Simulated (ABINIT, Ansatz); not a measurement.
**Quasiparticle gap of AlN (F-43m) in ABINIT**

How does a plane-wave GW calculation on AlN (F-43m) run from the first input to the gap?

Calculated with ABINIT 10.8.3; PBE and many-body steps on it, plane waves.

### 1. The structure

Symmetry: F-43m, No. 216, cubic system. The conventional cell has a = 4.368 Å, b = 4.368 Å, c = 4.368 Å, α = 90.00°, β = 90.00°, γ = 90.00°. Al has 4 N at 1.89 Å nearest. Nearest to N lie 4 Al at 1.89 Å. Farther neighbours and most contacts between anions are not listed.

Coordinates:

```cif
data_structure
_symmetry_space_group_name_H-M 'P 1'
_symmetry_Int_Tables_number 1
_cell_length_a 3.0886
_cell_length_b 3.0886
_cell_length_c 3.0886
_cell_angle_alpha 60.000
_cell_angle_beta 60.000
_cell_angle_gamma 60.000
_cell_volume 20.83
loop_
_atom_site_label
_atom_site_type_symbol
_atom_site_fract_x
_atom_site_fract_y
_atom_site_fract_z
_atom_site_occupancy
Al1 Al 0.00000 0.00000 0.00000 1
N2 N 0.75000 0.75000 0.75000 1
```

The cell and positions are those that the Materials Project relaxed with its own functionals (PBE, PBE+U or r2SCAN), kept fixed. This is not the form that AlN usually takes at ambient conditions.

### 2. Ground state

This step: ABINIT 10.8.3; DFT, PBE, plane waves, norm-conserving pseudopotentials.

The ground-state density comes first.

File run.abi:

```
acell 3*1.0 Angstrom
rprim 
  -0.000000000000 2.183993559600 2.183993559600
  2.183993559600 -0.000000000000 2.183993559600
  2.183993559600 2.183993559600 -0.000000000000
ntypat 2
znucl 13 7
natom 2
typat 1 2
xred 
  0.000000000000 0.000000000000 0.000000000000
  0.750000000000 0.750000000000 0.750000000000
pp_dirpath "pseudos"
pseudos "Al.upf, N.upf"
ecut 36
ngkpt 8 8 8
nshiftk 1
shiftk 0 0 0
kptopt 1
chksymbreak 0
nband 9
occopt 1
tolvrs 1e-10
nstep 60
prtwf 0
optforces 0
optstress 0
indata_prefix "in"
outdata_prefix "out"
tmpdata_prefix "tmp"
```

On the command line:

```sh
> OMP_NUM_THREADS=1 mpirun -n 4 abinit run.abi > log
```

Numbers of over 12 decimals in the logs are rounded to 6 here.

The program printed:

```text
.Version 10.8.3 of ABINIT. v10.8.2 released Aug 2026.

 Symmetries : space group F-4 3 m (#216); Bravais cF (face-center cubic)
================================================================================
 Values of the parameters that define the memory need of the present run
     intxc =       0    ionmov =       0      iscf =       7    lmnmax =       6
     lnmax =       6     mgfft =      32  mpssoang =       3    mqgrid =    3001
     natom =       2  nloc_mem =       1    nspden =       1   nspinor =       1
    nsppol =       1      nsym =      24    n1xccc =    2501    ntypat =       2
    occopt =       1   xclevel =       2
-    mband =           9        mffmem =           1         mkmem =           8
       mpw =        1475          nfft =       32768          nkpt =          29
================================================================================
  Rough estimation (10% accuracy) of disk space for files :
================================================================================

--------------------------------------------------------------------------------
------------- Echo of variables that govern the present computation ------------
--------------------------------------------------------------------------------
 -outvars: echo values of preprocessed input variables --------
            acell      1.8897261259E+00  1.8897261259E+00  1.8897261259E+00 Bohr

      chksymbreak           0
             ecut      3.60000000E+01 Hartree
-          fftalg         312

              ixc     -101130
              kpt      0.00000000E+00  0.00000000E+00  0.00000000E+00
                       1.25000000E-01  0.00000000E+00  0.00000000E+00
                       2.50000000E-01  0.00000000E+00  0.00000000E+00
                       3.75000000E-01  0.00000000E+00  0.00000000E+00
                       5.00000000E-01  0.00000000E+00  0.00000000E+00
                       1.25000000E-01  1.25000000E-01  0.00000000E+00
                       2.50000000E-01  1.25000000E-01  0.00000000E+00
                       3.75000000E-01  1.25000000E-01  0.00000000E+00
                       5.00000000E-01  1.25000000E-01  0.00000000E+00
   [... 18 further rows ...]
                      -3.75000000E-01  5.00000000E-01  1.25000000E-01
                      -2.50000000E-01  5.00000000E-01  2.50000000E-01
         kptrlatt        8    0    0      0    8    0      0    0    8
          kptrlen      4.66933685E+01
P           mkmem           8
            natom           2
            nband           9
            ngfft          32      32      32
             nkpt          29
            nstep          60
             nsym          24
           ntypat           2
              occ      2.000000  2.000000  2.000000  2.000000  0.000000  0.000000
[...]
optforces           0
        optstress           0
            prtwf           0
            rprim     -0.0000000000E+00  2.1839935596E+00  2.1839935596E+00
[...]
spgroup         216

           tolvrs      1.00000000E-10

             xred      0.0000000000E+00  0.0000000000E+00  0.0000000000E+00
[...]
znucl       13.00000    7.00000

================================================================================

 chkinp: Checking input parameters for consistency.

================================================================================
== DATASET  1 ==================================================================
-   mpi_nproc: 4, omp_nthreads: 1 (-1 if OMP is not activated)

--- !DatasetInfo
iteration_state: {dtset: 1, }
dimensions: {natom: 2, nkpt: 29, mband: 9, nsppol: 1, nspinor: 1, nspden: 1, mpw: 1475, }
cutoff_energies: {ecut:  36.0, pawecutdg:  -1.0, }
electrons: {nelect:   8.00000000E+00, charge:   0.00000000E+00, occopt:   1.00000000E+00, tsmear:   1.00000000E-02, }

 Real(R)+Recip(G) space primitive vectors, cartesian coordinates (Bohr,Bohr^-1):
 R(1)=  0.0000000  4.1271497  4.1271497  G(1)= -0.1211490  0.1211490  0.1211490
 R(2)=  4.1271497  0.0000000  4.1271497  G(2)=  0.1211490 -0.1211490  0.1211490
 R(3)=  4.1271497  4.1271497  0.0000000  G(3)=  0.1211490  0.1211490 -0.1211490
 Unit cell volume ucvol=  1.4059849E+02 bohr^3
 Angles (23,13,12)=  6.00000000E+01  6.00000000E+01  6.00000000E+01 degrees

 getcut: wavevector=  0.0000  0.0000  0.0000  ngfft=  32  32  32
         ecut(hartree)=     36.000   => boxcut(ratio)=   2.02987

--- Pseudopotential description ------------------------------------------------
- Al Generated using ONCVPSP code by D. R. Hamann
- 13.00000   3.00000  171031                  znucl, zion, pspdat
12 -101130 2 -1 1876                          pspcod,pspxc,lmax,lloc,mmax
     nproj     2     2     2
  pspatm : epsatm=    4.08140545
         --- l  ekb(1:nproj) -->
[...]
pspatm: atomic psp has been read  and splines computed

- N Generated using ONCVPSP code by D. R. Hamann
-  7.00000   5.00000  171031                  znucl, zion, pspdat
12 -101130 1 -1 1058                          pspcod,pspxc,lmax,lloc,mmax
     nproj     2     2     0
  pspatm : epsatm=    5.20977870
         --- l  ekb(1:nproj) -->
[...]
1   -4.293905   -1.006988
 pspatm: atomic psp has been read  and splines computed

   7.43294732E+01                                ecore*ucvol(ha*bohr**3)
--------------------------------------------------------------------------------

_setup2: Arith. and geom. avg. npw (full set) are    1449.447    1449.423

================================================================================

--- !BeginCycle
iteration_state: {dtset: 1, }
solver: {iscf: 7, nstep: 60, nline: 4, wfoptalg: 0, }
tolerances: {tolvrs: 1.00E-10, }

     iter   Etot(hartree)      deltaE(h)  residm     vres2
 ETOT  1  -12.634092342631    -1.263E+01 1.154E-01 5.062E+02
 ETOT  2  -12.674579766554    -4.049E-02 1.118E-02 3.909E+02
 ETOT  3  -12.792254021089    -1.177E-01 3.968E-03 7.560E-01
 ETOT  4  -12.792395939617    -1.419E-04 2.268E-03 1.058E-02
 ETOT  5  -12.792396619737    -6.801E-07 1.683E-04 5.916E-04
 ETOT  6  -12.792396656975    -3.724E-08 2.226E-04 2.127E-06
 ETOT  7  -12.792396657092    -1.170E-10 1.632E-05 4.114E-07
 ETOT  8  -12.792396657207    -1.152E-10 2.316E-05 3.147E-09
 ETOT  9  -12.792396657208    -7.248E-13 1.662E-06 3.158E-10
 ETOT 10  -12.792396657208     2.309E-14 2.539E-06 1.021E-11

 At SCF step   10       vres2   =  1.02E-11 < tolvrs=  1.00E-10 =>converged.

--- !ResultsGS
iteration_state: {dtset: 1, }
comment   : Summary of ground state results
lattice_vectors:
- [ -0.0000000,   4.1271497,   4.1271497, ]
- [  4.1271497,  -0.0000000,   4.1271497, ]
- [  4.1271497,   4.1271497,  -0.0000000, ]
lattice_lengths: [   5.83667,    5.83667,    5.83667, ]
lattice_angles: [ 60.000,  60.000,  60.000, ] # degrees, (23, 13, 12)
lattice_volume:   1.4059849E+02
convergence: {deltae:  2.309E-14, res2:  1.021E-11, residm:  2.539E-06, diffor:  0.000E+00, }
etotal    :  -1.27923967E+01
entropy   :   0.00000000E+00
fermie    :   1.89575042E-01
cartesian_stress_tensor: null
pressure_GPa: null
xred      :
- [  0.0000E+00,   0.0000E+00,   0.0000E+00, Al]
- [  7.5000E-01,   7.5000E-01,   7.5000E-01,  N]
cartesian_forces: null
force_length_stats: {min: null, max: null, mean: null, }

 Integrated electronic density in atomic spheres:
 ------------------------------------------------
 Atom  Sphere_radius  Integrated_density
    1        2.00000          1.10832935
    2        2.00000          5.38580503
================================================================================

 ----iterations are completed or convergence reached----

 Mean square residual over all n,k,spin=   11.386E-09; max=  25.386E-07
 reduced coordinates (array xred) for    2 atoms
       0.000000000000      0.000000000000      0.000000000000
       0.750000000000      0.750000000000      0.750000000000
 rms dE/dt=  0.0000E+00; max dE/dt=  0.0000E+00; dE/dt below (all hartree)
    1       0.000000000000      0.000000000000      0.000000000000
    2       0.000000000000      0.000000000000      0.000000000000

 cartesian coordinates (angstrom) at end:
    1      0.000000     0.000000     0.000000
    2      3.275990     3.275990     3.275990
 length scales=  1.889726125908  1.889726125908  1.889726125908 bohr
              =  1.000000000000  1.000000000000  1.000000000000 angstroms
 prteigrs : about to open file out_EIG
 Fermi (or HOMO) energy (hartree) =   0.18958   Average Vxc (hartree)=  -0.39437
 Eigenvalues (hartree) for nkpt=  29  k points:
 kpt#   1, nband=  9, wtk=  0.00195, kpt=  0.0000  0.0000  0.0000 (reduced coord)
  -0.36046    0.18958    0.18958    0.18958    0.34363    0.65223    0.65223    0.65223
   0.84170
 prteigrs : prtvol=0 or 1, do not print more k-points.

--- !EnergyTerms
iteration_state     : {dtset: 1, }
comment             : Components of total free energy in Hartree
kinetic             :  8.18806009915906E+00
hartree             :  2.82096206911135E+00
xc                  : -4.24885300507606E+00
Ewald energy        : -1.08999795989279E+01
psp_core            :  5.28664802613182E-01
local_psp           : -8.51484725719231E+00
non_local_psp       : -6.66403766895546E-01
total_energy        : -1.27923966572082E+01
total_energy_eV     : -3.48098846451088E+02
band_energy         :  3.20550667474404E-02

== END DATASET(S) ==============================================================
================================================================================

 -outvars: echo values of variables after computation  --------
           etotal     -1.2792396657E+01
            nband           9
             nkpt          29
          spgroup         216
 [... the other variables as echoed above ...]

 Calculation completed.
```

The job ended after 4.6 s (4 MPI ranks of Arm Neoverse V1, shared host; peak memory 0.26 GiB).

Numbers from this step:

```yaml
total_energy: -348.0988 eV
gap: 3.325 eV
k_of_the_valence_top: 0, 0, 0
k_of_the_conduction_bottom: 0.5, 0.5, 0
least_direct_gap: 4.192 eV
```

The gap is indirect, with the least direct gap 0.87 eV higher.

(Continued in part 2 of 3.)

[Paths, hosts, dates, memory and timing lines, banners, echoed tables and standing remarks are left out of the program output.]

[Logs are printed without paths, hosts, clocks, repeated set-up lines and the standing remarks that a program may print on its own settings, such as how far it seeks lower states.]

[Runs of the session that timed out or met a known fault of the program may be left out.]

[Hosts, paths, dates, database ids (printed as entryN), source tags and the programs' standing remarks are cut or masked in the printed files.]

[G0W0 gaps are taken among the corrected bands and points alone; a level outside them can change the order at an edge.]

[Where Ansatz stands beside ABINIT at settings called matched, ABINIT's density can come from a denser mesh and the files from another edition; pairs whose starting gaps differed by over 0.03 eV were left out, so agreement reads better than it is.]
